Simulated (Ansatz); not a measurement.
## How ZnGeP2 absorbs and reflects light: ground state and bands

Ansatz 0.2.0; DFT, PBE, plane-wave PAW, default files, scalar-relativistic, ground state.

The self-consistent density comes first; it also tells whether there is a gap, which decides the occupations and the need for a Drude term.

The database entry behind the starting cell differs from later determinations by our own check (c about 0.5 % long), so it need not match the best structure at ambient conditions.

The input, input.yaml:

```yaml
crystal:
  lattice:
    - [-2.73, 2.73, 5.38]
    - [2.73, -2.73, 5.38]
    - [2.73, 2.73, -5.38]
  atoms:
    - { symbol: Ge, position: [0.25, 0.75, 0.5] }
    - { symbol: Ge, position: [0.5, 0.5, 0.0] }
    - { symbol: Zn, position: [0.75, 0.25, 0.5] }
    - { symbol: Zn, position: [0.0, 0.0, 0.0] }
    - { symbol: P, position: [0.139, 0.625, 0.014] }
    - { symbol: P, position: [0.875, 0.861, 0.486] }
    - { symbol: P, position: [0.611, 0.125, 0.986] }
    - { symbol: P, position: [0.375, 0.389, 0.514] }
kpoints:
  mp_grid: { grid: [6, 6, 6] }
  band_path:
    path:
      - [[0.0, 0.0, 0.0], [0.5, -0.5, 0.0], [0.5, -0.5, 0.12874511], [0.31437256, -0.31437256, 0.31437256], [0.0, 0.0, 0.0], [0.5, 0.5, -0.5], [0.68562744, 0.31437256, -0.31437256], [0.5, 0.0, 0.0], [0.75, -0.25, -0.25], [0.87125489, 0.12874511, -0.5], [0.5, 0.5, -0.5]]
      - [[0.5, -0.5, 0.0], [0.75, -0.25, -0.25]]
    npoints: 5
scf:
  occupations: { method: fermi_dirac, width: 0.05 }
  n_extra_bands: 12
hamiltonian:
  xc: pbe
  pseudopotentials: { kind: paw }
output:
  forces: true
  stress: true
  populations: true
  write_bands: true
  write_density: true
  write_potential: true
  elf: true
  volumetric_format: npy
```

The run is started by

```sh
> ansatz run input.yaml --threads 4 --pin off --max-ram 8192MiB --backend cpu --events-out ev --progress --plain --runs-dir out
```

**Question.** What does this run give for the electronic bands?

The 72 valence electrons fill 36 bands exactly, which allows a gap.

Valence density in the ac plane of the conventional cell at fractional y = 0.000, with atoms of Ge and Zn within 0.2 Å of it. It is the smooth field of the valence electrons, not physical close to the nuclei.

Electrostatic potential energy in the ac plane of the conventional cell at fractional y = 0.000, with atoms of Ge and Zn within 0.2 Å of it. With pseudopotentials it is smooth inside the atoms' cores, unlike the true potential.

Read-outs, printed or worked out from the files:

* volume: 160.4 Å³
* gap on the path: 1.336 eV
* least direct gap on the path: 1.485 eV

The electronic bands at the labelled points (eV, zero at the Fermi level; v1 is the highest filled band, c1 the lowest empty one):

| point | v4 | v3 | v2 | v1 | c1 | c2 | c3 | c4 |
| --- | --- | --- | --- | --- | --- | --- | --- | --- |
| Γ | -3.04 | -0.72 | -0.72 | -0.66 | 0.82 | 0.85 | 1.17 | 2.56 |
| 0.40 of the way | -2.90 | -2.33 | -1.56 | -0.86 | 1.25 | 1.54 | 2.43 | 2.92 |
| X | -1.75 | -1.75 | -1.33 | -1.33 | 0.72 | 0.72 | 2.47 | 2.47 |
| 0.60 of the way | -1.79 | -1.79 | -1.48 | -1.48 | 0.87 | 0.87 | 2.75 | 2.75 |
| Y | -1.85 | -1.85 | -1.66 | -1.66 | 1.09 | 1.09 | 2.91 | 2.91 |
| 0.60 of the way | -2.73 | -2.60 | -1.76 | -1.46 | 1.22 | 1.82 | 2.06 | 2.62 |
| S | -2.90 | -2.68 | -1.76 | -1.39 | 0.88 | 1.95 | 2.04 | 2.47 |
| 0.60 of the way | -2.86 | -2.13 | -1.39 | -1.19 | 1.56 | 1.92 | 2.15 | 2.44 |
| Γ | -3.04 | -0.72 | -0.72 | -0.66 | 0.82 | 0.85 | 1.17 | 2.56 |
| 0.60 of the way | -2.68 | -2.42 | -1.55 | -1.55 | 1.01 | 1.25 | 1.63 | 1.67 |
| Z | -2.53 | -2.53 | -1.86 | -1.86 | 0.80 | 0.80 | 0.96 | 0.96 |
| 0.40 of the way | -2.77 | -2.27 | -2.13 | -1.76 | 0.67 | 1.16 | 1.27 | 1.37 |
| S1 | -2.90 | -2.68 | -1.76 | -1.39 | 0.88 | 1.95 | 2.04 | 2.47 |
| 0.40 of the way | -2.93 | -2.60 | -1.95 | -1.29 | 1.13 | 1.98 | 2.10 | 2.85 |
| N | -2.96 | -2.43 | -2.19 | -1.52 | 1.78 | 1.93 | 2.25 | 3.38 |
| 0.40 of the way | -2.54 | -2.24 | -1.99 | -1.64 | 1.47 | 1.83 | 2.27 | 3.27 |
| P | -1.73 | -1.73 | -1.66 | -1.66 | 1.39 | 1.39 | 2.22 | 2.22 |
| 0.40 of the way | -1.85 | -1.77 | -1.58 | -1.54 | 0.99 | 1.32 | 2.43 | 2.47 |
| Y1 | -1.85 | -1.85 | -1.66 | -1.66 | 1.09 | 1.09 | 2.91 | 2.91 |
| 0.40 of the way | -2.26 | -2.26 | -1.94 | -1.94 | 1.37 | 1.37 | 2.09 | 2.09 |
| Z | -2.53 | -2.53 | -1.86 | -1.86 | 0.80 | 0.80 | 0.96 | 0.96 |
| jump to X | -1.75 | -1.75 | -1.33 | -1.33 | 0.72 | 0.72 | 2.47 | 2.47 |
| 0.40 of the way | -1.75 | -1.75 | -1.46 | -1.46 | 0.94 | 0.94 | 2.42 | 2.42 |
| P | -1.73 | -1.73 | -1.66 | -1.66 | 1.39 | 1.39 | 2.22 | 2.22 |

Ten steps, logarithmic in the rise over the least value, from '_' (0 e/Å³) to '@' (34 e/Å³), each cell a mean:
```
%%++::__________________..--##
--::..____________________..::
______________________________
____________......____________
__________..--++==::..________
__________::**@@%%--..________
__________::++%%##--..________
__________..::--::....________
______________________________
......__________________......
++--..__________________..::==
@@**::..________________..==%%
%%++::..________________..--##
--::....________________....::
........________________......
________..............________
________....--++==::..________
________..::**@@%%==..________
________..::++%%##--..________
__________..::--::....________
____________........__________
....______________________....
++--..__________________..::==
@@**::__________________..==%%
```

Values in eV, 24 rows by 15 columns, each cell a mean:
```
-33 -25  -6   7  10  11  11  11  11  11  11   9   2 -17 -31
-14  -6   5   9  10  11  11  11  11  11  10  10   7  -1 -11
  7   8   9  10  10  10  10  10  10  10  10  10   9   8   7
 10  10  10  10   9   8   5   2   3   7   9  10  10  10  10
 11  11  11  10   8   0 -15 -23 -20  -7   6   9  11  11  11
 11  11  11  10   7 -10 -29 -34 -33 -20   2   9  11  11  11
 11  11  11  10   7  -7 -26 -33 -30 -16   3   9  11  11  11
 11  11  10  10   9   4  -6 -14 -11   0   7   9  10  10  11
  9   9   9   9   9   9   8   7   7   8   9   9   9   9   9
 -1   2   6   8   9  10  10  10  10  10   9   9   7   4   0
-24 -16  -2   6   9  10  11  11  11  11  10   8   3 -10 -22
-34 -28 -11   5   9  11  11  11  11  11  10   7  -3 -22 -33
-32 -25  -9   5   9  10  11  11  11  11  10   8  -1 -19 -30
-16  -9   2   7   9  10  10  11  11  10   9   8   5  -4 -14
  5   6   7   8   8   9   9   9   9   9   8   8   7   7   5
 10  10   9   8   7   6   2  -1   0   4   7   8   9   9  10
 11  11  10   9   6  -3 -17 -24 -21  -9   3   8  10  10  11
 11  11  11   9   4 -12 -29 -34 -32 -21  -2   8  10  11  11
 11  11  10   9   5 -10 -26 -32 -30 -18   0   8  10  11  11
 11  11  10   9   7   1  -9 -16 -13  -3   5   8  10  11  11
 10  10  10   9   8   7   6   4   5   7   8   9   9  10  10
  2   5   8   9   9  10  10  10  10  10   9   9   9   7   3
-23 -14   1   8  10  11  11  11  11  11  10   9   6  -7 -21
-34 -28  -9   7  10  11  11  11  11  11  11   9   1 -21 -33
```

[Logs are printed without paths, hosts, clocks, repeated set-up lines and the standing remarks that a program may print on its own settings, such as how far it seeks lower states.]

[Hosts, paths, dates, database ids (printed as entryN), source tags and the programs' standing remarks are cut or masked in the printed files.]
